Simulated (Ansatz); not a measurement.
Geometry optimisation in Ansatz: input, command and trajectory.

```yaml
crystal:
  lattice:
    - [2.1343018354, -2.0455217146, 0.1665217513]
    - [2.1343018354, 2.0455217146, 0.1665217513]
    - [-0.4150435885, 0.0, 5.1622990234]
  atoms:
    - { symbol: Cu, position: [0.0, 0.5, 0.0] }
    - { symbol: Cu, position: [0.5, 0.0, 0.5] }
    - { symbol: O, position: [0.5005343535, 0.4994656465, 0.25] }
    - { symbol: O, position: [0.4994656465, 0.5005343535, 0.75] }
basis:
  ecutwfc: 420
kpoints:
  mp_grid: { grid: [14, 14, 8] }
hamiltonian:
  xc: pbe
  hubbard: { sites: [{ species: Cu, l: d, u_eff: 4.0 }] }
scf:
  occupations: { method: gaussian, width: 0.1 }
output:
  forces: true
  stress: true
  eigenvalues: true
relax:
  adjacent_minimum: "off"
  f_tol: 0.005
  max_steps: 80
  cell: { stress_tol: 0.05 }
```

```bash
ansatz run input.yaml --threads 1 --pin off --max-ram 2560MiB --backend cpu --events-out ev --progress --plain --runs-dir out
```

The calculation used DFT PBE+U, scalar-relativistic, plane waves, PAW in Ansatz.

Of 10 frames 9 are shown, positions in Å and forces in eV/Å; the SCF threshold varies from step to step. Steps run on the plane waves of an earlier cell, with a Pulay correction in the pressure. The basis is chosen afresh for the last frame, the zero of the energies, and at times for earlier ones too; energy and pressure step there, also at an unchanged geometry.

```xyz
4
Lattice="2.1343 -2.0455 0.1665 2.1343 2.0455 0.1665 -0.4150 0.0000 5.1623" Properties=species:S:1:pos:R:3:forces:R:3 pbc="T T T" step=1 free_energy_over_end_meV_per_atom=0.42 pressure_GPa=0.06
Cu    1.0672    1.0228    0.0833    0.0000    0.0000    0.0000
Cu    0.8596   -1.0228    2.6644    0.0000    0.0000    0.0000
O     2.0305   -0.0022    1.4571    0.0000   -0.0026    0.0000
O     1.8230    0.0022    4.0382    0.0000    0.0026    0.0000
4
Lattice="2.1307 -2.0514 0.1664 2.1307 2.0514 0.1664 -0.4144 0.0000 5.1595" Properties=species:S:1:pos:R:3:forces:R:3 pbc="T T T" step=2 free_energy_over_end_meV_per_atom=0.36 pressure_GPa=0.02
Cu    1.0654    1.0257    0.0832    0.0000    0.0000    0.0000
Cu    0.8582   -1.0257    2.6630    0.0000    0.0000    0.0000
O     2.0271   -0.0021    1.4563    0.0000   -0.0021    0.0000
O     1.8199    0.0021    4.0361    0.0000    0.0021    0.0000
4
Lattice="2.1119 -2.0749 0.1658 2.1119 2.0749 0.1658 -0.4118 0.0000 5.1549" Properties=species:S:1:pos:R:3:forces:R:3 pbc="T T T" step=3 free_energy_over_end_meV_per_atom=0.27 pressure_GPa=-0.09
Cu    1.0560    1.0374    0.0829    0.0000    0.0000    0.0000
Cu    0.8501   -1.0374    2.6604    0.0000    0.0000    0.0000
O     2.0090   -0.0015    1.4546    0.0000   -0.0001    0.0000
O     1.8031    0.0015    4.0320    0.0000    0.0001    0.0000
4
Lattice="2.1089 -2.0760 0.1658 2.1089 2.0760 0.1658 -0.4114 0.0000 5.1570" Properties=species:S:1:pos:R:3:forces:R:3 pbc="T T T" step=4 free_energy_over_end_meV_per_atom=0.24 pressure_GPa=-0.05
Cu    1.0545    1.0380    0.0829    0.0000    0.0000    0.0000
Cu    0.8487   -1.0380    2.6614    0.0000    0.0000    0.0000
O     2.0061   -0.0013    1.4550    0.0000    0.0001    0.0000
O     1.8003    0.0013    4.0335    0.0000   -0.0001    0.0000
4
Lattice="2.1077 -2.0759 0.1661 2.1077 2.0759 0.1661 -0.4105 0.0000 5.1571" Properties=species:S:1:pos:R:3:forces:R:3 pbc="T T T" step=5 free_energy_over_end_meV_per_atom=0.21 pressure_GPa=0.03
Cu    1.0539    1.0379    0.0830    0.0000    0.0000    0.0000
Cu    0.8486   -1.0379    2.6616    0.0000    0.0000    0.0000
O     2.0051   -0.0009    1.4553    0.0000    0.0000    0.0000
O     1.7998    0.0009    4.0339    0.0000    0.0000    0.0000
4
Lattice="2.1077 -2.0759 0.1661 2.1077 2.0759 0.1661 -0.4105 0.0000 5.1571" Properties=species:S:1:pos:R:3:forces:R:3 pbc="T T T" step=6 free_energy_over_end_meV_per_atom=0.06 pressure_GPa=0.05
Cu    1.0539    1.0379    0.0830    0.0000    0.0000    0.0000
Cu    0.8486   -1.0379    2.6616    0.0000    0.0000    0.0000
O     2.0051   -0.0009    1.4553    0.0000    0.0000    0.0000
O     1.7998    0.0009    4.0339    0.0000    0.0000    0.0000
4
Lattice="2.0988 -2.0855 0.1659 2.0988 2.0855 0.1659 -0.4092 0.0000 5.1574" Properties=species:S:1:pos:R:3:forces:R:3 pbc="T T T" step=7 free_energy_over_end_meV_per_atom=0.04 pressure_GPa=0.01
Cu    1.0494    1.0428    0.0830    0.0000    0.0000    0.0000
Cu    0.8448   -1.0428    2.6616    0.0000    0.0000    0.0000
O     1.9965   -0.0004    1.4552    0.0000    0.0003    0.0000
O     1.7919    0.0004    4.0339    0.0000   -0.0003    0.0000
4
Lattice="2.0988 -2.0855 0.1659 2.0988 2.0855 0.1659 -0.4092 0.0000 5.1574" Properties=species:S:1:pos:R:3:forces:R:3 pbc="T T T" step=8 free_energy_over_end_meV_per_atom=0.01 pressure_GPa=0.01
Cu    1.0494    1.0428    0.0830    0.0000    0.0000    0.0000
Cu    0.8448   -1.0428    2.6616    0.0000    0.0000    0.0000
O     1.9965   -0.0004    1.4552    0.0000    0.0003    0.0000
O     1.7919    0.0004    4.0339    0.0000   -0.0003    0.0000
4
Lattice="2.0929 -2.0917 0.1658 2.0929 2.0917 0.1658 -0.4083 0.0000 5.1573" Properties=species:S:1:pos:R:3:forces:R:3 pbc="T T T" step=10 free_energy_over_end_meV_per_atom=0.00 pressure_GPa=0.00
Cu    1.0464    1.0458    0.0829    0.0000    0.0000    0.0000
Cu    0.8423   -1.0458    2.6615    0.0000    0.0000    0.0000
O     1.9908    0.0000    1.4551    0.0000    0.0002    0.0000
O     1.7867    0.0000    4.0338    0.0000   -0.0002    0.0000
```

Time: 5.9 min on 1 thread of Arm Neoverse V2, with other jobs on the host, peak memory 1 GiB.

Spin polarisation was left out, and a magnetic state may lie lower.